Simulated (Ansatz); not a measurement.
# TiO2 (P4_2/mnm) in Ansatz: notebook

One crystal, TiO2, is run at these levels: BPBE, PBE; tasks: band structure, single point, equation of state.

Everything below comes from runs of Ansatz 0.2.0. Logs are shortened: lines on timing, memory, paths and dates and some standing lists are left out, and cuts for length are marked.

**Measured values to compare with.**

From “Shallow Valence Band of Rutile GeO2 and P-type Doping”, 2020, arxiv:2011.08928, for a bulk crystal of TiO2 at 1.6 K: band gap 3.03 eV (direct).

How close the calculation comes is told below.

## 1. The structure

The structure is tetragonal, space group P4_2/mnm (No. 136). The conventional cell has a = 4.600 Å, b = 4.600 Å, c = 2.959 Å, α = 90.00°, β = 90.00°, γ = 90.00°. Ti (site symmetry mmm) is surrounded by 6 O at 1.95 to 1.98 Å. O (site symmetry m2m) is surrounded by 3 Ti at 1.95 to 1.98 Å.

The cell is a database's computed one.

## 2. Band structure, BPBE

input.yaml reads:

```yaml
crystal:
  lattice:
    - [4.5998373239, 0.0, 0.0]
    - [0.0, 4.5998373239, 0.0]
    - [0.0, 0.0, 2.95921356]
  atoms:
    - { symbol: Ti, position: [0.0, 0.0, 0.5] }
    - { symbol: Ti, position: [0.5, 0.5, 0.0] }
    - { symbol: O, position: [0.30432132, 0.30432132, 0.5] }
    - { symbol: O, position: [0.19567868, 0.80432132, 0.0] }
    - { symbol: O, position: [0.80432132, 0.19567868, 0.0] }
    - { symbol: O, position: [0.69567868, 0.69567868, 0.5] }
hamiltonian:
  xc: { exchange: b88, correlation: pbe }
  pseudopotentials: { kind: paw }
kpoints:
  mp_grid: { grid: [6, 6, 9] }
  band_path:
    path:
      - [[0.0, 0.0, 0.0], [0.0, 0.5, 0.0], [0.5, 0.5, 0.0], [0.0, 0.0, 0.0], [0.0, 0.0, 0.5], [0.0, 0.5, 0.5], [0.5, 0.5, 0.5], [0.0, 0.0, 0.5]]
      - [[0.0, 0.5, 0.0], [0.0, 0.5, 0.5]]
      - [[0.5, 0.5, 0.0], [0.5, 0.5, 0.5]]
    npoints: 14
scf:
  occupations: { method: fermi_dirac, width: 0.05 }
  n_extra_bands: 15
output:
  forces: true
  stress: true
  eigenvalues: true
  fatbands: false
```

Potentials or basis: Ansatz PAW.

The run is started by

```bash
$ ansatz run input.yaml --threads 2 --pin off --max-ram 5120MiB --backend cpu --events-out ev --progress --plain --runs-dir out
```

Standard output:

```text
Warning: RAYON_NUM_THREADS=2 ignored (pool sized by the plan → 2); use --threads N
scf.n_extra_bands = 15 over 24 filled bands (N_el = 48.0): the run solves 39 bands
Engine: ansatz 0.2.0, aarch64-unknown-linux-gnu
Pseudopotentials: kind: paw
Pseudopotential: Ti, paw, valence charge 12, recommended cutoff 420 eV (normal), Ti.paw.azcp
Pseudopotential: O, paw, valence charge 6, recommended cutoff 420 eV (normal), O.paw.azcp
Functional definition: unnamed
  exchange = b88_x
  correlation = pbe_c
Crystal: 6 atoms, lattice volume = 62.613 Å³
Basis set: ecut = 420 eV, 1217 PW (Γ), exchange–correlation on 64×64×40 points (8 copies of the dense FFT grid, shifted against one another)
Bands: 39, of which v1, the nominal top of the filled ones, is band 24 counted from 1 (23 counted from 0)
Symmetry: 16 space group operations
Space group: P42/mnm (ITA 136), of the structure as read, at distance tolerance 4.0e-5 Å
k-points: 50 of 324
Non-local potential: Ti, projectors of the file, l = 0: 3, l = 1: 2, l = 2: 3, l = 3: 1
Non-local potential: O, projectors of the file, l = 0: 2, l = 1: 2, l = 2: 1
PAW form: soft (Blöchl's): semilocal exchange-correlation on the pseudo side does not see the compensation charge
PAW frozen core: Ti, regenerated for the run's functional, and the local potential with it (the file was generated under x = pbe(κ = 0.804, μ = 0.2195149727645171), c = pbe(β = 0.06672455060314922))
PAW frozen core: O, regenerated for the run's functional, and the local potential with it (the file was generated under x = pbe(κ = 0.804, μ = 0.2195149727645171), c = pbe(β = 0.06672455060314922))
PAW one-centre angular grid: Ti, 590 points (default); XC on 64 Gauss nodes
PAW one-centre angular grid: O, 110 points (default); XC on 64 Gauss nodes
Initial density: superposition of atomic densities (neutral atoms: chi_scale 0, normalization atom), corrected by the library's trained network
Initial wavefunctions: pseudopotential atomic-orbital guess
Functional: x = b88, c = pbe(β = 0.06672455060314922)
SCF iter   1: F=—  HF=-7293.019608 eV  |F-HF|=—  |Δ(HF+E_count)|=         —  Δρ=2.68e-3  dr2=2.34e-3  ethr=1.77e-3  ⟨swp⟩=5.8  Hψ=8333  notcnv=0  defer=63
preconditioner: auto → Resta (q_TF=auto, 2.610 Å⁻¹)  ε∞=4.8  [insulator: Δε(μ)=1.846 eV  Ē_g=13.622 eV  σ=0.050 eV  W_gap=1.00  n_scr=18 (ndim 8)  ℏωp=26.5 eV  f_vac=0.019  D(μ)=0.00/eV (n_scr^D=0)  ε∞_Penn≈4.8]
SCF iter   2: F=—  HF=-7293.020030 eV  |F-HF|=—  |Δ(HF+E_count)|=   4.22e-4  Δρ=1.30e-3  dr2=4.92e-4  ethr=4.88e-6  ⟨swp⟩=2.4  Hψ=3605  notcnv=0  defer=186
SCF iter   3: F=—  HF=-7293.020443 eV  |F-HF|=—  |Δ(HF+E_count)|=   4.13e-4  Δρ=7.22e-4  dr2=3.10e-4  ethr=1.02e-6  ⟨swp⟩=2.0  Hψ=2415  notcnv=0  defer=186
SCF iter   4: F=—  HF=-7293.020472 eV  |F-HF|=—  |Δ(HF+E_count)|=   2.89e-5  Δρ=2.09e-4  dr2=2.05e-5  ethr=6.45e-7  ⟨swp⟩=1.9  Hψ=2092  notcnv=0  defer=186
SCF iter   5: F=—  HF=-7293.020484 eV  |F-HF|=—  |Δ(HF+E_count)|=   1.19e-5  Δρ=4.73e-5  dr2=1.48e-6  ethr=4.27e-8  ⟨swp⟩=2.0  Hψ=2333  notcnv=0  defer=186
SCF iter   6: F=—  HF=-7293.020485 eV  |F-HF|=—  |Δ(HF+E_count)|=   1.58e-6  Δρ=1.34e-5  dr2=1.42e-7  ethr=3.07e-9  ⟨swp⟩=2.1  Hψ=2524  notcnv=0  defer=186
SCF iter   7: F=-7293.020485 eV  HF=-7293.020485 eV  |F-HF|=2.80e-9  |Δ(HF+E_count)|=   6.81e-8  Δρ=1.93e-6  dr2=1.91e-9  ethr=2.08e-10  ⟨swp⟩=8.5  Hψ=7469  notcnv=0
SCF 1 converged in 7 iterations: F = -7293.020485 eV  dr2 = 1.91e-9
NSCF: frozen V_eff on 129 k-points
SCF converged after 7 iterations
Free energy (F): -7293.020485 eV
Harris-Foulkes:  -7293.020485 eV  (|F-HF|=2.80e-9)
Internal energy: -7293.020485 eV  (E = F + TS)
E sigma→0 (E₀):  -7293.020485 eV
Fermi energy:    9.947400 eV
--- Per-component energies (eV) ---
  E_band       = -395.680044
  E_kinetic    = 1246.997084
  E_local      = -3091.545681  (includes V_loc(G=0)·N_el)
  E_nonlocal   = 197.936501
  E_hartree    = 1177.341126
  E_xc         = -494.438265
  E_vxc        = -625.914881  (∫ρ·V_xc dr)
  E_paw        = -2736.187480  (= ΣΔE_a)
  E_vpaw       = -477.844202  (= ΣTr[D̂ρ^β])
  E_aug_tail   = 0.010148  (compensation charges beyond the density's cutoff)
  E_ewald      = -3593.095214
  E_core_change = -0.038705  (= ΣΔE_core)
  E_smearing   = -0.000000  (= −TS)
  E_closure    = 0.000000  (closes the sum)
  Σ components = -7293.020485   (vs F -7293.020485, Δ=0.00e0)
--- Forces (eV/Å), atoms counted from 1 ---
  atom   1  Ti     0.00000000    -0.00000000     0.00000000
  atom   2  Ti     0.00000000     0.00000000     0.00000000
  atom   3  O      0.00777925     0.00777925     0.00000000
  atom   4  O     -0.00777925     0.00777925     0.00000000
  atom   5  O      0.00777925    -0.00777925     0.00000000
  atom   6  O     -0.00777925    -0.00777925     0.00000000
  max |Σ_I F_I| component: 3.47e-18 eV/Å
--- Stress (GPa, compression-positive) ---
        4.146550       0.000000       0.000000
        0.000000       4.146550       0.000000
        0.000000       0.000000       3.205970
  P = ⅓ Tr σ = 3.8330 GPa (38.330 kbar)
--- Band table (eV; the first three rows and the last of 50) ---
  k-point 0: bands = ["-47.8227", "-47.8059", "-24.1577", "-24.1577", "-23.9940", "-23.9940", "-23.9539", "-23.9196", "-9.1513", "-7.9866", "-7.2580", "-7.2580", "3.2916", "3.7061", "4.1484", "5.2336", "5.2336", "6.4934", "6.4934", "7.0620", "8.3352", "8.5872", "8.5872", "9.0396", "10.9057", "11.1945", "11.4362", "11.5319", "11.5319", "13.4109", "13.5982", "15.6090", "15.6090", "16.6318", "16.9387", "20.7017", "20.7017", "23.6049", "24.6836"]
  k-point 1: bands = ["-47.8175", "-47.8017", "-24.1440", "-24.1440", "-24.0066", "-23.9916", "-23.9916", "-23.9751", "-9.0235", "-7.9144", "-7.3181", "-7.3181", "3.4701", "3.8403", "4.2898", "5.0918", "5.0918", "6.6941", "6.7478", "6.7478", "7.8300", "8.3403", "8.3403", "8.9790", "11.2065", "11.3110", "11.3576", "11.6900", "11.6900", "13.4991", "13.5959", "15.4233", "15.4233", "16.4431", "17.3259", "21.1983", "21.1983", "23.6341", "24.5522"]
  k-point 2: bands = ["-47.8042", "-47.7912", "-24.1376", "-24.1134", "-24.1081", "-24.1081", "-23.9866", "-23.9866", "-8.6821", "-7.7454", "-7.4696", "-7.4696", "3.9426", "4.1817", "4.7049", "4.9527", "4.9527", "5.9197", "6.8432", "7.1748", "7.1748", "7.7344", "7.7344", "8.6975", "11.2630", "11.5225", "11.7348", "12.0567", "12.0567", "13.2133", "13.9967", "15.1255", "15.1255", "15.9107", "18.3184", "22.3437", "22.3437", "23.7377", "24.0369"]
  k-point 49: bands = ["-47.7751", "-47.7751", "-24.3696", "-24.3696", "-24.0284", "-24.0284", "-23.9925", "-23.9925", "-7.8442", "-7.8442", "-7.6113", "-7.6113", "4.3314", "4.3314", "4.4959", "4.4959", "5.5236", "5.5236", "6.3627", "6.3627", "7.7196", "7.7196", "8.3338", "8.3338", "11.6823", "11.6823", "12.2195", "12.2195", "12.2202", "12.2202", "14.9528", "14.9528", "14.9939", "14.9939", "20.7894", "20.7894", "23.2191", "23.2191", "23.8449"]
```

Wall time 11 s (2 threads of Arm Neoverse N1, shared host); peak memory 0.39 GiB.

Results:

```
Free energy             : -7293.0205 eV
Pressure                : 3.8 GPa
Largest force           : 0.011 eV/Å
Band gap on the k mesh  : 1.87 eV, direct
Band gap along the path : 1.87 eV, direct
```

Forces in eV/Å, atoms in the order of the input:
```
Ti   0.000  0.000  0.000
Ti   0.000  0.000  0.000
O    0.008  0.008  0.000
O   -0.008  0.008  0.000
O    0.008 -0.008  0.000
O   -0.008 -0.008  0.000
```

Stress tensor (GPa, compression positive):
```
4.15 0.00 0.00
0.00 4.15 0.00
0.00 0.00 3.21
```

Levels at the corners of the path, in eV from the valence-band top:
```tsv
point	band 22	band 23	band 24	band 25	band 26	band 27
Γ	-0.45	-0.45	0.00	1.87	2.15	2.40
X	-1.64	-0.74	-0.74	2.53	2.53	3.02
M	-1.31	-1.07	-1.07	1.90	1.90	2.51
Γ	-0.45	-0.45	0.00	1.87	2.15	2.40
Z	-2.35	-1.42	-1.42	2.97	2.97	3.17
R	-2.03	-1.03	-1.03	1.91	1.91	3.19
A	-1.28	-0.67	-0.67	2.60	2.60	3.20
Z	-2.35	-1.42	-1.42	2.97	2.97	3.17
X	-1.64	-0.74	-0.74	2.53	2.53	3.02
R	-2.03	-1.03	-1.03	1.91	1.91	3.19
M	-1.31	-1.07	-1.07	1.90	1.90	2.51
A	-1.28	-0.67	-0.67	2.60	2.60	3.20
```

Caveat: the pressure holds a Pulay correction of +0.8 GPa for the finite cutoff; the PAW data sets come from PBE, with cores solved anew for the run's functional, which leaves a small shift of forces and pressure.

## 3. Single point, PBE, 9.81 Å³/atom (volume scaled by 0.94)

input.yaml reads:

```yaml
crystal:
  lattice:
    - [4.5059367448, 0.0, 0.0]
    - [0.0, 4.5059367448, 0.0]
    - [0.0, 0.0, 2.8988044961]
  atoms:
    - { symbol: Ti, position: [0.0, 0.0, 0.5] }
    - { symbol: Ti, position: [0.5, 0.5, 0.0] }
    - { symbol: O, position: [0.30432132, 0.30432132, 0.5] }
    - { symbol: O, position: [0.19567868, 0.80432132, 0.0] }
    - { symbol: O, position: [0.80432132, 0.19567868, 0.0] }
    - { symbol: O, position: [0.69567868, 0.69567868, 0.5] }
hamiltonian:
  xc: pbe
  pseudopotentials: { kind: nc }
kpoints:
  mp_grid: { grid: [6, 6, 9] }
scf:
  occupations: { method: fermi_dirac, width: 0.05 }
output:
  forces: true
  stress: true
  eigenvalues: true
```

Potentials or basis: Ansatz NC.

The run is started by

```bash
$ ansatz run input.yaml --threads 2 --pin off --max-ram 5120MiB --backend cpu --events-out ev --progress --plain --runs-dir out
```

Wall time 23 s (2 threads of Arm Neoverse N1, shared host); peak memory 0.56 GiB.

Results (log left out):

| Property | Result |
| --- | --- |
| Free energy | -5101.5790 eV |
| Pressure | 21.4 GPa |
| Largest force | 0.307 eV/Å |
| Band gap on the k mesh | 2.02 eV, direct |

Caveat: odd divisions of the mesh miss points on the zone boundary, where band edges often lie, so the gap on the mesh can be too wide.

## 4. Single point, PBE, 10.02 Å³/atom (volume scaled by 0.96)

input.yaml, as its differences from that of step 3:

```diff
@@ -2,5 +2,5 @@
   lattice:
-    - [4.5059367448, 0.0, 0.0]
-    - [0.0, 4.5059367448, 0.0]
-    - [0.0, 0.0, 2.8988044961]
+    - [4.5376697393, 0.0, 0.0]
+    - [0.0, 4.5376697393, 0.0]
+    - [0.0, 0.0, 2.9192192849]
   atoms:
```

The run is started by

```bash
$ ansatz run input.yaml --threads 2 --pin off --max-ram 5120MiB --backend cpu --events-out ev --progress --plain --runs-dir out
```

It took 24 s on 2 threads of Arm Neoverse N1, shared host; peak memory 0.56 GiB.

The run converged. Its results:

| Quantity | Value |
| --- | --- |
| Free energy | -5101.7211 eV |
| Pressure | 15.0 GPa |
| Largest force | 0.194 eV/Å |
| Band gap on the k mesh | 1.97 eV, direct |

Caveat: odd divisions of the mesh miss points on the zone boundary, where band edges often lie, so the gap on the mesh can be too wide.

## 5. Single point, PBE, 10.23 Å³/atom (volume scaled by 0.98)

input.yaml, as its differences from that of step 4:

```diff
@@ -2,5 +2,5 @@
   lattice:
-    - [4.5376697393, 0.0, 0.0]
-    - [0.0, 4.5376697393, 0.0]
-    - [0.0, 0.0, 2.9192192849]
+    - [4.5689650023, 0.0, 0.0]
+    - [0.0, 4.5689650023, 0.0]
+    - [0.0, 0.0, 2.9393524679]
   atoms:
@@ -23 +23,5 @@
   eigenvalues: true
+  write_density: true
+  write_potential: true
+  elf: true
+  volumetric_format: npy
```

The run is started by

```bash
$ ansatz run input.yaml --threads 2 --pin off --max-ram 5120MiB --backend cpu --events-out ev --progress --plain --runs-dir out
```

It took 33 s on 2 threads of Arm Neoverse N1, shared host; peak memory 0.58 GiB.

Results (log left out):

* Free energy: -5101.8159 eV
* Pressure: 9.3 GPa
* Largest force: 0.090 eV/Å
* Band gap on the k mesh: 1.92 eV, direct

Caveat: odd divisions of the mesh miss points on the zone boundary, where band edges often lie, so the gap on the mesh can be too wide.

## 6. Single point, PBE, 10.44 Å³/atom

input.yaml, as its differences from that of step 5:

```diff
@@ -2,5 +2,5 @@
   lattice:
-    - [4.5689650023, 0.0, 0.0]
-    - [0.0, 4.5689650023, 0.0]
-    - [0.0, 0.0, 2.9393524679]
+    - [4.5998373239, 0.0, 0.0]
+    - [0.0, 4.5998373239, 0.0]
+    - [0.0, 0.0, 2.95921356]
   atoms:
@@ -23,5 +23 @@
   eigenvalues: true
-  write_density: true
-  write_potential: true
-  elf: true
-  volumetric_format: npy
```

Potentials or basis: Ansatz NC.

The run is started by

```bash
$ ansatz run input.yaml --threads 2 --pin off --max-ram 5120MiB --backend cpu --events-out ev --progress --plain --runs-dir out
```

Wall time 24 s (2 threads of Arm Neoverse N1, shared host); peak memory 0.58 GiB.

Results (log left out):

```
Free energy            : -5101.8679 eV
Pressure               : 4.1 GPa
Largest force          : 0.007 eV/Å
Band gap on the k mesh : 1.87 eV, direct
```

Caveat: odd divisions of the mesh miss points on the zone boundary, where band edges often lie, so the gap on the mesh can be too wide.

## 7. Single point, PBE, 10.64 Å³/atom (volume scaled by 1.02)

input.yaml, as its differences from that of step 6:

```diff
@@ -2,5 +2,5 @@
   lattice:
-    - [4.5998373239, 0.0, 0.0]
-    - [0.0, 4.5998373239, 0.0]
-    - [0.0, 0.0, 2.95921356]
+    - [4.6303007105, 0.0, 0.0]
+    - [0.0, 4.6303007105, 0.0]
+    - [0.0, 0.0, 2.9788115719]
   atoms:
```

The run is started by

```bash
$ ansatz run input.yaml --threads 2 --pin off --max-ram 5120MiB --backend cpu --events-out ev --progress --plain --runs-dir out
```

Wall time 24 s (2 threads of Arm Neoverse N1, shared host); peak memory 0.59 GiB.

It converged, with:

```yaml
Free_energy: -5101.8814 eV
Pressure: -0.6 GPa
Largest_force: 0.098 eV/Å
Band_gap_on_the_k_mesh: 1.82 eV, direct
```

Caveat: odd divisions of the mesh miss points on the zone boundary, where band edges often lie, so the gap on the mesh can be too wide.

## 8. Single point, PBE, 10.85 Å³/atom (volume scaled by 1.04)

input.yaml, as its differences from that of step 7:

```diff
@@ -2,5 +2,5 @@
   lattice:
-    - [4.6303007105, 0.0, 0.0]
-    - [0.0, 4.6303007105, 0.0]
-    - [0.0, 0.0, 2.9788115719]
+    - [4.6603684408, 0.0, 0.0]
+    - [0.0, 4.6603684408, 0.0]
+    - [0.0, 0.0, 2.9981550462]
   atoms:
```

The run is started by

```bash
$ ansatz run input.yaml --threads 2 --pin off --max-ram 5120MiB --backend cpu --events-out ev --progress --plain --runs-dir out
```

Wall time 24 s (2 threads of Arm Neoverse N1, shared host); peak memory 0.59 GiB.

It converged, with:

| Quantity | Value |
| --- | --- |
| Free energy | -5101.8604 eV |
| Pressure | -4.8 GPa |
| Largest force | 0.182 eV/Å |
| Band gap on the k mesh | 1.77 eV, direct |

Caveat: odd divisions of the mesh miss points on the zone boundary, where band edges often lie, so the gap on the mesh can be too wide.

## 9. Single point, PBE, 11.06 Å³/atom (volume scaled by 1.06)

input.yaml, as its differences from that of step 8:

```diff
@@ -2,5 +2,5 @@
   lattice:
-    - [4.6603684408, 0.0, 0.0]
-    - [0.0, 4.6603684408, 0.0]
-    - [0.0, 0.0, 2.9981550462]
+    - [4.6900531165, 0.0, 0.0]
+    - [0.0, 4.6900531165, 0.0]
+    - [0.0, 0.0, 3.0172520901]
   atoms:
@@ -23 +23,5 @@
   eigenvalues: true
+  write_density: true
+  write_potential: true
+  elf: true
+  volumetric_format: npy
```

Potentials or basis: Ansatz NC.

The run is started by

```bash
$ ansatz run input.yaml --threads 2 --pin off --max-ram 5120MiB --backend cpu --events-out ev --progress --plain --runs-dir out
```

Wall time 34 s (2 threads of Arm Neoverse N1, shared host); peak memory 0.6 GiB.

It converged, with:

| Quantity | Value |
| --- | --- |
| Free energy | -5101.8081 eV |
| Pressure | -8.6 GPa |
| Largest force | 0.260 eV/Å |
| Band gap on the k mesh | 1.72 eV, direct |

Caveat: odd divisions of the mesh miss points on the zone boundary, where band edges often lie, so the gap on the mesh can be too wide.

## 10. Equation of state, PBE

This step only gathers the single runs of the series.

Results:

* Equilibrium volume: 10.62 Å³/atom
* Bulk modulus at fixed shape and positions: 228 GPa
* Pressure derivative of the bulk modulus: 4.3

Energy against volume, from the lowest point:
```
volume (Å³/atom)  energy (meV/atom)
           9.809              50.40
          10.018              26.72
          10.227              10.93
          10.435               2.26
          10.644               0.00
          10.853               3.51
          11.062              12.23
```

Caveat: the cell was scaled at fixed shape and fractional positions, which overstates the stiffness of a crystal with free parameters, most of all of layers and chains.

## 11. Against experiment

Step 2. Measured gap of TiO2: 3.03 eV (direct; 1.6 K; quoted in “Shallow Valence Band of Rutile GeO2 and P-type Doping”, 2020, arxiv:2011.08928). This calculation gives 1.87 eV (-1.16 eV). 2 values of this kind are on record in papers (3.03 to 3.05 eV); this one was drawn at random among those near their median. The value is that of BPBE, without temperature or zero-point motion. The cell is a database's relaxed one, not the measured one, which moves gaps too.
